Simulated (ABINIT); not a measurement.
Crystal: TaN.

```
Ta N
1.0
     0.00000    2.17900    2.17900
     2.17900    0.00000    2.17900
     2.17900    2.17900    0.00000
Ta N
1 1
Direct
  0.50000 0.50000 0.50000
  0.00000 0.00000 0.00000
```

```yaml
Program: ABINIT 10.8.3 (patched build)
Task: relaxation of cell and atoms
Functional: PBE
Potentials_or_basis: JTH PAW PBE v2.0
Cutoff: 707 eV
k_mesh: 10 × 10 × 10
Occupations: fermi-dirac, width 0.05 eV
Spin: no spin polarisation
```

At the start: pressure 14.5 GPa; volume 10.35 Å³/atom.

Where does the relaxation end?

Over 3 steps the energy falls by 18.3 meV/atom and the volume is 10.77 Å³/atom (+4.1 %); space group Fm-3m (No. 225, to 0.05 Å).

The path:
```tsv
step	energy change (eV)	largest force (eV/Å)	pressure (GPa)	volume (Å³)
1	0.0000	0.0000	14.47	20.69
2	-0.0363	0.0000	-1.30	21.62
3	-0.0367	0.0000	-0.07	21.54
```

Final structure:
```cif
data_structure
_symmetry_space_group_name_H-M 'P 1'
_symmetry_Int_Tables_number 1
_cell_length_a 3.1232
_cell_length_b 3.1232
_cell_length_c 3.1232
_cell_angle_alpha 60.000
_cell_angle_beta 60.000
_cell_angle_gamma 60.000
_cell_volume 21.54
loop_
_atom_site_label
_atom_site_type_symbol
_atom_site_fract_x
_atom_site_fract_y
_atom_site_fract_z
_atom_site_occupancy
Ta1 Ta 0.50000 0.50000 0.50000 1
N1 N 0.00000 0.00000 0.00000 1
```

Caveat: the highest band is partly filled, so the run has too few bands.
